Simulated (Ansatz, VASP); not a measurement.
## B: VASP beside Ansatz

File INCAR:

```
SYSTEM = B
PREC = Accurate ; ENCUT = 600
EDIFF = 1E-7 ; ISMEAR = -1
SIGMA = 0.05 ; LREAL = .False.
LASPH = .True. ; NELM = 100
ALGO = Fast ; ISIF = 3
LWAVE = .False. ; LCHARG = .False.
GGA = RP ; IBRION = 2
NSW = 80 ; EDIFFG = -0.01
```

The input KPOINTS:

```
regular mesh
0
Gamma
  4 4 4
  0 0 0
```

File POSCAR:

```
B
1.0
    2.4540015844      1.4168184754      4.1890000000
   -2.4540015844      1.4168184754      4.1890000000
    0.0000000000     -2.8336369507      4.1890000000
B
12
Direct
    0.0104000000      0.6573000000      0.0104000000
    0.0104000000      0.0104000000      0.6573000000
    0.6573000000      0.0104000000      0.0104000000
    0.9896000000      0.3427000000      0.9896000000
    0.3427000000      0.9896000000      0.9896000000
    0.9896000000      0.9896000000      0.3427000000
    0.2206000000      0.6323000000      0.2206000000
    0.2206000000      0.2206000000      0.6323000000
    0.6323000000      0.2206000000      0.2206000000
    0.7794000000      0.3677000000      0.7794000000
    0.3677000000      0.7794000000      0.7794000000
    0.7794000000      0.7794000000      0.3677000000
```

Input for Ansatz:

```yaml
crystal:
  lattice:
    - [2.4540015844, 1.4168184754, 4.189]
    - [-2.4540015844, 1.4168184754, 4.189]
    - [0.0, -2.8336369507, 4.189]
  atoms:
    - { symbol: B, position: [0.0104, 0.6573, 0.0104] }
    - { symbol: B, position: [0.0104, 0.0104, 0.6573] }
    - { symbol: B, position: [0.6573, 0.0104, 0.0104] }
    - { symbol: B, position: [0.9896, 0.3427, 0.9896] }
    - { symbol: B, position: [0.3427, 0.9896, 0.9896] }
    - { symbol: B, position: [0.9896, 0.9896, 0.3427] }
    - { symbol: B, position: [0.2206, 0.6323, 0.2206] }
    - { symbol: B, position: [0.2206, 0.2206, 0.6323] }
    - { symbol: B, position: [0.6323, 0.2206, 0.2206] }
    - { symbol: B, position: [0.7794, 0.3677, 0.7794] }
    - { symbol: B, position: [0.3677, 0.7794, 0.7794] }
    - { symbol: B, position: [0.7794, 0.7794, 0.3677] }
hamiltonian:
  xc: rpbe
  pseudopotentials:
    kind: paw
    azcp:
      B: "pseudopotentials/B.paw.azcp"
basis:
  ecutwfc: 420
  fft_grid_basis: typed
kpoints:
  mp_grid: { grid: [4, 4, 4], shift: [0, 0, 0] }
magnetization:
  spin_polarized: false
scf:
  occupations: { method: fermi_dirac, width: 0.05 }
relax:
  max_steps: 60
  f_tol: 0.01
  cell: {}
```

Alike in both runs: task relaxation of cell and atoms; functional RPBE; k mesh 4 × 4 × 4; occupations fermi-dirac, width 0.05 eV; no spin polarisation.

|  | VASP | Ansatz |
| --- | --- | --- |
| version | VASP 6.6.1 | Ansatz 0.2.0 |
| potentials or method | VASP PAW PBE potentials, release 64 (B) | plane waves (420 eV) with PAW, scalar-relativistic |
| plane-wave cutoff (eV) | 600 | 420 |
| valence electrons in the cell | 36 | 36 |

Ansatz gave:

- relaxed volume (Å³/atom): 7.37
- relaxed cell length with the largest relative difference (Å): 5.079
- energy change over the relaxation (meV/atom): -6

What did VASP give for the same quantities?

Relaxed volume (Å³/atom): 7.37; relaxed cell length with the largest relative difference (Å): 5.078; energy change over the relaxation (meV/atom): -6.

Caveats: the PAW data sets were made with another functional, which shifts forces and pressure a little (VASP). Zero-point motion and thermal expansion aren't in these numbers. A k mesh can miss the band edges.
